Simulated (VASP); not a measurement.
# GaSb (F-43m) in VASP: a series of runs, part 2 of 2

VASP 6.6.1. Earlier steps stand in the parts before.

### Step 3. Relaxation of cell and atoms, LDA

This run uses another cell than the first one, of 27.75 Å³/atom, 0.970 times its volume.

Input file INCAR:

```
ALGO = Normal
EDIFF = 1E-7
EDIFFG = -0.005
ENCUT = 600
GGA = CA
IBRION = 2
ISIF = 3
ISMEAR = 0
LASPH = T
LCHARG = F
LREAL = F
LWAVE = F
NELM = 80
NSW = 90
PREC = Accurate
SIGMA = 0.03
```

Input file KPOINTS:

```
k-points
0
Gamma
  10 10 10
```

Input file POSCAR:

```
GaSb                                    
1.0
   -0.0000000000      3.0276660344      3.0276660344
    3.0276660344     -0.0000000000      3.0276660344
    3.0276660344      3.0276660344     -0.0000000000
  Ga              Sb            
     1     1
Direct
     0.0000000000000000    0.0000000000000000    0.0000000000000000
     0.2500000000000000    0.2500000000000000    0.2500000000000000
```

Potentials or basis: VASP PAW LDA potentials, release 64 (Ga_d, Sb).

Launch:

```
cat potpaw_LDA.64/Ga_d/POTCAR potpaw_LDA.64/Sb/POTCAR > POTCAR
mpirun -np 1 vasp_std > vasp.out
```

OUTCAR:

```text
EDIFF = 1E-7
   EDIFFG = -0.005
   ENCUT = 600
   GGA = CA
   IBRION = 2
   ISIF = 3
   ISMEAR = 0
   LASPH = T
   LREAL = F
   NELM = 80
   NSW = 90
   PREC = Accurate

 ion  position               nearest neighbor table
   1  0.000  0.000  0.000-   2 2.62   2 2.62   2 2.62   2 2.62
   2  0.250  0.250  0.250-   1 2.62   1 2.62   1 2.62   1 2.62

  LATTYP: Found a face centered cubic cell.
 ALAT       =     6.0553320688

  Lattice vectors:

 A1 = (   0.0000000000,   3.0276660344,   3.0276660344)
 A2 = (   3.0276660344,   0.0000000000,   3.0276660344)
 A3 = (   3.0276660344,   3.0276660344,   0.0000000000)

Analysis of symmetry for initial positions (statically):
=====================================================================
 Subroutine PRICEL returns:
 Original cell was already a primitive cell.

 Routine SETGRP: Setting up the symmetry group for a
 face centered cubic supercell.

 Subroutine GETGRP returns: Found 24 space group operations
 (whereof 24 operations were pure point group operations)
 out of a pool of 48 trial point group operations.

The static configuration has the point symmetry T_d .

Analysis of symmetry for dynamics (positions and initial velocities):
=====================================================================
 Subroutine PRICEL returns:
 Original cell was already a primitive cell.

 Routine SETGRP: Setting up the symmetry group for a
 face centered cubic supercell.

 Subroutine GETGRP returns: Found 24 space group operations
 (whereof 24 operations were pure point group operations)
 out of a pool of 48 trial point group operations.

The dynamic configuration has the point symmetry T_d .

 Subroutine INISYM returns: Found 24 space group operations
 (whereof 24 operations are pure point group operations),
 and found     1 'primitive' translations

----------------------------------------------------------------------------------------

                                     Primitive cell

  volume of cell :      55.5078

  direct lattice vectors                    reciprocal lattice vectors
     0.000000000  3.027666034  3.027666034    -0.165143709  0.165143709  0.165143709
     3.027666034  0.000000000  3.027666034     0.165143709 -0.165143709  0.165143709
     3.027666034  3.027666034  0.000000000     0.165143709  0.165143709 -0.165143709

  length of vectors
     4.281766368  4.281766368  4.281766368     0.286037295  0.286037295  0.286037295

  position of ions in fractional coordinates (direct lattice)
     0.000000000  0.000000000  0.000000000
     0.250000000  0.250000000  0.250000000

  ion indices of the primitive-cell ions
   primitive index   ion index
                 1           1
                 2           2

----------------------------------------------------------------------------------------

 KPOINTS: k-points

Automatic generation of k-mesh.
 Grid dimensions read from file:
 generate k-points for:   10   10   10

 Generating k-lattice:

  Cartesian coordinates                     Fractional coordinates (reciprocal lattice)
    -0.016514371  0.016514371  0.016514371     0.100000000  0.000000000  0.000000000
     0.016514371 -0.016514371  0.016514371     0.000000000  0.100000000  0.000000000
[... 44 lines left out ...]
   dimension x,y,z NGXF=    72 NGYF=   72 NGZF=   72
   ions per type =               1   1
   NGX,Y,Z   is equivalent  to a cutoff of  13.98, 13.98, 13.98 a.u.
   NGXF,Y,Z  is equivalent  to a cutoff of  27.96, 27.96, 27.96 a.u.
 SYSTEM =  unknown system
   PREC   = accura    normal or accurate (medium, high low for compatibility)
   ISTART =      0    job   : 0-new  1-cont  2-samecut
   ICHARG =      2    charge: 1-file 2-atom 10-const
   ISPIN  =      1    spin polarized calculation?
   LNONCOLLINEAR =      F non collinear calculations
   LSORBIT =      F    spin-orbit coupling
   LASPH  =      T    aspherical Exc in radial PAW
   ENCUT  =  600.0 eV  44.10 Ry    6.64 a.u.   8.55  8.55  8.55*2*pi/ulx,y,z
   NELM   =     80;   NELMIN=  2; NELMDL= -5     # of ELM steps
   EDIFF  = 0.1E-06   stopping-criterion for ELM
   LREAL  =      F    real-space projection
   EDIFFG = -.5E-02   stopping-criterion for IOM
   NSW    =     90    number of steps for IOM
   IBRION =      2    ionic relax: 0-MD 1-quasi-New 2-CG
   NFREE  =      1    steps in history (QN), initial steepest desc. (CG)
   ISIF   =      3    stress and relaxation
   ISYM   =      2    0-nonsym 1-usesym 2-fastsym
   POTIM  = 0.5000    time-step for ionic-motion
   TEBEG  =    0.0;   TEEND  =   0.0 temperature during run
   PSTRESS=    0.0 pullay stress
   NELECT =      18.0000    total number of electrons
   NUPDOWN=      -1.0000    fix difference up-down
   EMIN   =  10.00;   EMAX   =-10.00  energy-range for DOS
   EFERMI =   0.00;   METHOD = LEGACY
   ISMEAR =     0;   SIGMA  =   0.03  broadening in eV -4-tet -1-fermi 0-gaus
   EFERMI_NEDOS =   21; number of points for ismear=-14 and -15
   IALGO  =     38    algorithm
   IMIX   =      4    mixing-type and parameters
     AMIX     =   0.40;   BMIX     =  1.00
     AMIX_MAG =   1.60;   BMIX_MAG =  1.00
  volume/ion in A,a.u.               =      27.75       187.29
  Fermi-wavevector in a.u.,A,eV,Ry     =   1.124728  2.125429 17.211563  1.265014
  Thomas-Fermi vector in A             =   2.261402
   LORBIT       =      0    0 simple, 1 ext, 2 COOP (PROOUT), +10 PAW based schemes
   GGA     = CA    functional components
   LHFCALC =     F    Hartree Fock is set to
   AEXX    =    0.0000 exact exchange contribution
   IVDW    =     0    specifies the selected vdW correction
   LEPSILON=     F    determine dielectric tensor
   LRPA    =     F    only Hartree local field effects (RPA)
 conjugate gradient relaxation of ions
 non-spin polarized calculation
 Gauss-broadening in eV      SIGMA  =   0.03
  energy-cutoff  :      600.00
  volume of cell :       55.51
 maximum number of plane-waves:      1875
 NGX is ok and might be reduce to    36
   NGX = 17   NGY = 17   NGZ = 17

 number of electron      18.0000005 magnetization

 Free energy of the ion-electron system (eV)
  ---------------------------------------------------
  ext. energy  EPLUGINS =         0.00000000
  ---------------------------------------------------
  free energy    TOTEN  =        -8.67220345 eV

  energy without entropy =       -8.67219908  energy(sigma->0) =       -8.67220127

 E-fermi :   5.0546     XC(G=0):  -9.5303

 val. band max:        5.0019955163   @ k =   0.0000   0.0000   0.0000
 cond. band min:       5.0983517196   @ k =   0.0000   0.0000   0.0000
 fundamental gap:      0.0963562032
 Fermi energy:         5.0546282890

 k-point     1 :       0.0000    0.0000    0.0000
  band No.  band energies     occupation
      1     -10.2070      2.00000
      2     -10.2070      2.00000
      3     -10.2070      2.00000
      4     -10.1528      2.00000
      5     -10.1528      2.00000
      6      -6.7332      2.00000
      7       5.0020      1.98690
      8       5.0020      1.98690
      9       5.0020      1.98690
     10       5.0984      0.03929
     11       7.7428      0.00000
     12       7.7428      0.00000
     13       7.7428      0.00000
[... 354 lines left out ...]
  band No.  band energies     occupation
      1     -10.2468      2.00000
      2     -10.1866      2.00000
      3     -10.1860      2.00000
      4     -10.1624      2.00000
      5     -10.1498      2.00000
      6      -5.0593      2.00000
      7      -0.7051      2.00000
      8       2.3900      2.00000
      9       2.7229      2.00000
     10       6.1412      0.00000
     11       7.2110      0.00000
     12      11.2255      0.00000
     13      11.7454      0.00000

 [... further k-points ...]

------------------------ aborting loop because EDIFF is reached ----------------------------------------

  FORCE on cell =-STRESS in cart. coord.  units (eV):
  Direction    XX          YY          ZZ          XY          YZ          ZX
  --------------------------------------------------------------------------------------
  -------------------------------------------------------------------------------------
  Total       -0.0095974     -0.0095974     -0.0095974      0.0000000      0.0000000     -0.0000000
  in kB       -0.2770186     -0.2770186     -0.2770186      0.0000000      0.0000000     -0.0000000
  external PRESSURE =      -0.2770186 kB  Pullay stress =       0.0000000 kB

 VOLUME and BASIS-vectors are now :
 -----------------------------------------------------------------------------
  energy-cutoff  :      600.00
  volume of cell :       55.51
      direct lattice vectors                 reciprocal lattice vectors
     0.000000000  3.027666034  3.027666034    -0.165143709  0.165143709  0.165143709
     3.027666034  0.000000000  3.027666034     0.165143709 -0.165143709  0.165143709
     3.027666034  3.027666034  0.000000000     0.165143709  0.165143709 -0.165143709

 POSITION                                       TOTAL-FORCE (eV/Angst)
 -----------------------------------------------------------------------------------
      0.00000      0.00000      0.00000        -0.000000     -0.000000     -0.000000
      1.51383      1.51383      1.51383         0.000000      0.000000      0.000000
 -----------------------------------------------------------------------------------
    total drift:                               -0.000000     -0.000000     -0.000000

  FREE ENERGIE OF THE ION-ELECTRON SYSTEM (eV)
  ---------------------------------------------------
  free  energy   TOTEN  =        -8.6722034462 eV

  energy  without entropy=       -8.6721990847  energy(sigma->0) =       -8.67220127

 reached required accuracy - stopping structural energy minimisation
```

CONTCAR:

```text
GaSb
   1.00000000000000
     0.0000000000000000    3.0276660344000002    3.0276660344000002
     3.0276660344000002    0.0000000000000000    3.0276660344000002
     3.0276660344000002    3.0276660344000002    0.0000000000000000
  Ga              Sb
     1     1
Direct
     0.0000000000000000    0.0000000000000000    0.0000000000000000
     0.2500000000000000    0.2500000000000000    0.2500000000000000

  0.00000000E+00  0.00000000E+00  0.00000000E+00
  0.00000000E+00  0.00000000E+00  0.00000000E+00
```

Wall time 19 s (1 thread of Intel Xeon Platinum 8488C (Sapphire Rapids), shared host); peak memory 0.19 GiB.

Results:

| Item | Value |
| --- | --- |
| Free energy | -8.6722 eV |
| Pressure after relaxing | 0.0 GPa |
| Band gap on the k mesh | 0.10 eV, direct |

Final structure:
```
CELL_PARAMETERS angstrom
0.00000 3.02767 3.02767
3.02767 0.00000 3.02767
3.02767 3.02767 0.00000
ATOMIC_POSITIONS crystal
Ga 0.00000 0.00000 0.00000
Sb 0.25000 0.25000 0.25000
```

Caveat: the relaxation stopped at its first step, so nothing moved; spin-orbit coupling is left out, which moves the levels of the heavy elements.

### Step 4. Relaxation of cell and atoms, PBE

Input file INCAR:

```
SYSTEM = GaSb
PREC = Accurate
ENCUT = 600
EDIFF = 1E-6
ISMEAR = 0
SIGMA = 0.03
LREAL = .False.
LASPH = .True.
NELM = 80
ALGO = Normal
ISIF = 3
LWAVE = .False.
LCHARG = .False.
GGA = PE
IBRION = 2
NSW = 90
EDIFFG = -0.01
```

Input file KPOINTS:

```
regular mesh
0
Gamma
  10 10 10
  0 0 0
```

Input file POSCAR:

```
GaSb
1.0
    0.0000000000      3.0590000000      3.0590000000
    3.0590000000      0.0000000000      3.0590000000
    3.0590000000      3.0590000000      0.0000000000
Ga Sb
1 1
Direct
    0.0000000000      0.0000000000      0.0000000000
    0.2500000000      0.2500000000      0.2500000000
```

Potentials or basis: VASP PAW PBE potentials, release 64 (Ga_d, Sb).

Launch:

```
cat potpaw_PBE.64/Ga_d/POTCAR potpaw_PBE.64/Sb/POTCAR > POTCAR
mpirun -np 1 vasp_std > vasp.out
```

It took 38 s on 1 thread of Intel Xeon 6975P-C (Granite Rapids), shared host; peak memory 0.24 GiB.

The run converged. Its results:

```
Free energy                            : -7.3712 eV
Relaxed volume                         : 30.03 Å³/atom
Relaxed cell                           : a = 4.396 Å, b = 4.396 Å, c = 4.396 Å, α = 60.00°, β = 60.00°, γ = 60.00°
Space group after relaxing (to 0.05 Å) : F-43m (No. 216)
Energy gained by relaxing              : 10.0 meV/atom
Ionic steps                            : 3
Pressure after relaxing                : 0.0 GPa
Band gap on the k mesh                 : none (metal or under the smearing width)
```

Step by step:
| step | energy change (eV) | largest force (eV/Å) | pressure (GPa) | volume (Å³) |
| --- | --- | --- | --- | --- |
| 1 | 0.0000 | 0.0000 | 2.38 | 57.25 |
| 2 | -0.0186 | 0.0000 | -0.54 | 60.85 |
| 3 | -0.0201 | 0.0000 | -0.02 | 60.07 |

Final structure:
```cif
data_structure
_symmetry_space_group_name_H-M 'P 1'
_symmetry_Int_Tables_number 1
_cell_length_a 4.3960
_cell_length_b 4.3960
_cell_length_c 4.3960
_cell_angle_alpha 60.000
_cell_angle_beta 60.000
_cell_angle_gamma 60.000
_cell_volume 60.07
loop_
_atom_site_label
_atom_site_type_symbol
_atom_site_fract_x
_atom_site_fract_y
_atom_site_fract_z
_atom_site_occupancy
Ga1 Ga 0.00000 0.00000 0.00000 1
Sb1 Sb 0.25000 0.25000 0.25000 1
```

Levels at points of the mesh, in eV from the Fermi level:
| k point | band 5 | band 6 | band 7 | band 8 | band 9 | band 10 | band 11 | band 12 | band 13 |
| --- | --- | --- | --- | --- | --- | --- | --- | --- | --- |
| (0.00, 0.00, 0.00) | -14.91 | -11.16 | -0.31 | -0.01 | -0.01 | -0.01 | 2.78 | 2.78 | 2.78 |
| (0.50, 0.00, 0.00) | -14.91 | -9.66 | -6.15 | -1.09 | -1.09 | 0.30 | 3.74 | 3.74 | 6.48 |
| (0.50, 0.50, 0.00) | -14.91 | -8.90 | -6.61 | -2.42 | -2.42 | 0.94 | 1.33 | 8.36 | 8.36 |

Caveat: this crystal is a semiconductor, whose small gap the functional closes, so the metal is an error of the method. The run has no spin-orbit coupling, so splittings on Sb are missing.
